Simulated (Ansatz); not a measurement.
# TePb (Fm-3m) in Ansatz: a series of runs

Runs on TePb. Level: PBE. Tasks: single point.

All numbers are computed with Ansatz 0.2.0; they aren't measurements. Logs are shortened: lines on timing, memory, paths and dates and some standing lists are left out, and cuts for length are marked.

### 1 Starting point

The structure is cubic, space group Fm-3m (No. 225). Conventional cell: a = 6.462 Å, b = 6.462 Å, c = 6.462 Å, α = 90.00°, β = 90.00°, γ = 90.00°. Pb (site symmetry m-3m) has 6 Te at 3.23 Å as nearest neighbours. Around Te (site symmetry m-3m) lie 6 Pb at 3.23 Å.

### 2 Single point, PBE

Contents of input.yaml:

```yaml
crystal:
  lattice:
    - [0.0, 3.231, 3.231]
    - [3.231, 0.0, 3.231]
    - [3.231, 3.231, 0.0]
  atoms:
    - { symbol: Pb, position: [0.0, 0.0, 0.0] }
    - { symbol: Te, position: [0.5, 0.5, 0.5] }
hamiltonian:
  xc: pbe
  pseudopotentials: { kind: paw }
kpoints:
  mp_grid: { grid: [7, 7, 7] }
scf:
  occupations: { method: gaussian, width: 0.013 }
output:
  forces: true
  stress: true
  eigenvalues: true
```

Potentials or basis: Ansatz PAW.

Run with:

```
ansatz run input.yaml --threads 2 --pin off --max-ram 5632MiB --backend cpu --events-out ev --progress --plain --runs-dir out
```

Output:

```text
Warning: RAYON_NUM_THREADS=2 ignored (pool sized by the plan → 2); use --threads N
Engine: ansatz 0.2.0, aarch64-unknown-linux-gnu
Pseudopotentials: kind: paw
Pseudopotential: Pb, paw, valence charge 14, recommended cutoff 420 eV (normal), Pb.paw.azcp
Pseudopotential: Te, paw, valence charge 16, recommended cutoff 420 eV (normal), Te.paw.azcp
Functional definition: PBE
  parameter kappa = 0.804
  parameter beta = 0.06672455060314922
  exchange = pbe_x(kappa = kappa, mu = beta*pi^2/3)
  correlation = pbe_c(beta = beta)
Crystal: 2 atoms, lattice volume = 67.459 Å³
Basis set: ecut = 420 eV, 1363 PW (Γ), exchange–correlation on 64×64×64 points (8 copies of the dense FFT grid, shifted against one another)
Bands: 19, of which v1, the nominal top of the filled ones, is band 15 counted from 1 (14 counted from 0)
Symmetry: 48 space group operations
Space group: Fm-3m (ITA 225), of the structure as read, at distance tolerance 4.1e-5 Å
k-points: 20 of 343
Non-local potential: Pb, projectors of the file, l = 0: 2, l = 1: 2, l = 2: 2, l = 3: 2
Non-local potential: Te, projectors of the file, l = 0: 2, l = 1: 2, l = 2: 2, l = 3: 2
PAW form: soft (Blöchl's): semilocal exchange-correlation on the pseudo side does not see the compensation charge
PAW one-centre angular grid: Pb, 590 points (default); XC on 64 Gauss nodes
PAW one-centre angular grid: Te, 590 points (default); XC on 64 Gauss nodes
Initial density: superposition of atomic densities (neutral atoms: chi_scale 0, normalization atom), corrected by the library's trained network
Initial wavefunctions: pseudopotential atomic-orbital guess
Functional: x = pbe(κ = 0.804, μ = 0.2195149727645171), c = pbe(β = 0.06672455060314922)
SCF iter   1: F=—  HF=-18887.167540 eV  |F-HF|=—  |Δ(HF+E_count)|=         —  Δρ=5.33e-4  dr2=2.32e-4  ethr=1.77e-3  ⟨swp⟩=6.8  Hψ=2021  notcnv=0
preconditioner: auto → none  [insulator: Δε(μ)=1.006 eV  Ē_g=14.732 eV  σ=0.013 eV  W_gap=1.00  n_scr=14 (ndim 8)  ℏωp=20.2 eV  f_vac=0.014  D(μ)=0.00/eV (n_scr^D=0)  ε∞_Penn≈2.9]
SCF iter   2: F=—  HF=-18887.165631 eV  |F-HF|=—  |Δ(HF+E_count)|=   1.91e-3  Δρ=3.87e-4  dr2=9.14e-5  ethr=7.73e-7  ⟨swp⟩=3.1  Hψ=1096  notcnv=0
SCF iter   3: F=—  HF=-18887.165626 eV  |F-HF|=—  |Δ(HF+E_count)|=   5.82e-6  Δρ=1.84e-4  dr2=1.52e-5  ethr=3.05e-7  ⟨swp⟩=2.0  Hψ=550  notcnv=0
SCF iter   4: F=—  HF=-18887.165652 eV  |F-HF|=—  |Δ(HF+E_count)|=   2.62e-5  Δρ=6.99e-5  dr2=3.70e-6  ethr=5.07e-8  ⟨swp⟩=2.0  Hψ=680  notcnv=0
SCF iter   5: F=—  HF=-18887.165650 eV  |F-HF|=—  |Δ(HF+E_count)|=   2.01e-6  Δρ=3.11e-5  dr2=7.39e-7  ethr=1.23e-8  ⟨swp⟩=2.0  Hψ=676  notcnv=0
SCF iter   6: F=-18887.165649 eV  HF=-18887.165650 eV  |F-HF|=6.54e-8  |Δ(HF+E_count)|=   1.52e-7  Δρ=8.66e-6  dr2=5.54e-8  ethr=3.33e-10  ⟨swp⟩=4.2  Hψ=1758  notcnv=0
SCF 1 converged in 6 iterations: F = -18887.165649 eV  dr2 = 5.54e-8
SCF converged after 6 iterations
Free energy (F): -18887.165649 eV
Harris-Foulkes:  -18887.165650 eV  (|F-HF|=6.54e-8)
Internal energy: -18887.165649 eV  (E = F + TS)
E sigma→0 (E₀):  -18887.165649 eV
Fermi energy:    9.103557 eV
--- Per-component energies (eV) ---
  E_band       = -316.527936
  E_kinetic    = 468.374827
  E_local      = -2385.390128  (includes V_loc(G=0)·N_el)
  E_nonlocal   = 39.816746
  E_hartree    = 1255.073985
  E_xc         = -345.569384
  E_vxc        = -237.121191  (∫ρ·V_xc dr)
  E_paw        = -15066.552385  (= ΣΔE_a)
  E_vpaw       = -712.341500  (= ΣTr[D̂ρ^β])
  E_aug_tail   = -0.000145  (compensation charges beyond the density's cutoff)
  E_ewald      = -2852.919164
  E_smearing   = -0.000000  (= −TS)
  E_closure    = -0.000000  (closes the sum)
  Σ components = -18887.165649   (vs F -18887.165649, Δ=0.00e0)
--- Forces (eV/Å), atoms counted from 1 ---
  atom   1  Pb    -0.00000000     0.00000000     0.00000000
  atom   2  Te     0.00000000    -0.00000000     0.00000000
  max |Σ_I F_I| component: 4.06e-29 eV/Å
--- Stress (GPa, compression-positive) ---
        2.114661      -0.000000       0.000000
        0.000000       2.114661      -0.000000
        0.000000      -0.000000       2.114661
  P = ⅓ Tr σ = 2.1147 GPa (21.147 kbar)
--- Band table (eV; the first three rows and the last of 20) ---
  k-point 0: bands = ["-27.4623", "-27.4623", "-27.4569", "-27.4569", "-27.4569", "-8.0265", "-8.0265", "-8.0180", "-8.0180", "-8.0180", "-3.3212", "3.1124", "7.3498", "7.3498", "7.3498", "12.7792", "12.7792", "12.7792", "14.5194"]
  k-point 1: bands = ["-27.4622", "-27.4622", "-27.4568", "-27.4568", "-27.4568", "-8.0291", "-8.0291", "-8.0175", "-8.0152", "-8.0152", "-3.1470", "2.5556", "7.4020", "7.4020", "7.6567", "11.8327", "12.0406", "12.0406", "14.3512"]
  k-point 2: bands = ["-27.4622", "-27.4622", "-27.4567", "-27.4566", "-27.4566", "-8.0359", "-8.0359", "-8.0166", "-8.0078", "-8.0078", "-2.6550", "1.3869", "7.5626", "7.5626", "8.1688", "10.5250", "10.8810", "10.8810", "14.9032"]
  k-point 19: bands = ["-27.4624", "-27.4620", "-27.4566", "-27.4564", "-27.4560", "-8.0695", "-8.0292", "-8.0137", "-8.0067", "-7.9938", "-1.5230", "0.6766", "4.8013", "5.4300", "8.0208", "10.6445", "13.4094", "14.2159", "14.8400"]
```

Wall time 1.1 s (2 threads of Arm Neoverse V1, shared host); peak memory 0.33 GiB.

What came out:

- Free energy: -18887.1656 eV
- Pressure: 2.1 GPa

Levels at points of the mesh, in eV from the Fermi level:
| k point | band 11 | band 12 | band 13 | band 14 | band 15 | band 16 | band 17 | band 18 | band 19 |
| --- | --- | --- | --- | --- | --- | --- | --- | --- | --- |
| (0.00, 0.00, 0.00) | -12.42 | -5.99 | -1.75 | -1.75 | -1.75 | 3.68 | 3.68 | 3.68 | 5.42 |

Caveat: this odd mesh misses L, where the gap lies, so gap, dielectric constants and Born charges aren't listed.

### 3 Single point, PBE

input.yaml: that of step 2 with these lines changed.

```diff
@@ -14,3 +14,3 @@
 scf:
-  occupations: { method: gaussian, width: 0.013 }
+  occupations: { method: gaussian, width: 0.014 }
 output:
```

Potentials or basis: Ansatz PAW.

Run with:

```
ansatz run input.yaml --threads 2 --pin off --max-ram 5632MiB --backend cpu --events-out ev --progress --plain --runs-dir out
```

It took 1.1 s on 2 threads of Arm Neoverse V1, shared host; peak memory 0.33 GiB.

The run converged. Its results:

```
Free energy : -18887.1656 eV
Pressure    : 2.1 GPa
```

Levels at points of the mesh, in eV from the Fermi level:
```tsv
k point	band 11	band 12	band 13	band 14	band 15	band 16	band 17	band 18	band 19
(0.00, 0.00, 0.00)	-12.42	-5.99	-1.75	-1.75	-1.75	3.68	3.68	3.68	5.42
```

Caveat: this odd mesh misses L, where the gap lies, so gap, dielectric constants and Born charges aren't listed.

### 4 Single point, PBE

input.yaml: that of step 3 with these lines changed.

```diff
@@ -14,3 +14,3 @@
 scf:
-  occupations: { method: gaussian, width: 0.014 }
+  occupations: { method: gaussian, width: 0.015 }
 output:
```

Run with:

```
ansatz run input.yaml --threads 2 --pin off --max-ram 5632MiB --backend cpu --events-out ev --progress --plain --runs-dir out
```

Run time: 1.1 s. Hardware: 2 threads of Arm Neoverse V1, shared host; peak memory 0.33 GiB.

The run converged. Its results:

```
Free energy : -18887.1656 eV
Pressure    : 2.1 GPa
```

Levels at points of the mesh, in eV from the Fermi level:
| k point | band 12 | band 13 | band 14 | band 15 | band 16 | band 17 | band 18 | band 19 |
| --- | --- | --- | --- | --- | --- | --- | --- | --- |
| (0.00, 0.00, 0.00) | -5.99 | -1.75 | -1.75 | -1.75 | 3.68 | 3.68 | 3.68 | 5.42 |

Caveat: this odd mesh misses L, where the gap lies, so gap, dielectric constants and Born charges aren't listed. Spin-orbit coupling is left out, which matters for the levels of Pb, Te.

### 5 Overview

```tsv
smearing	pressure (GPa)
gaussian 0.013 eV	2.1
gaussian 0.014 eV	2.1
gaussian 0.015 eV	2.1
```

Alike in all rows: task single point; level PBE; potentials or basis Ansatz PAW; no spin polarisation; cell as given; k mesh 7 × 7 × 7; cutoff (eV) 420.

Total energies depend on the potentials used, so only differences within one code and one set of settings carry meaning.
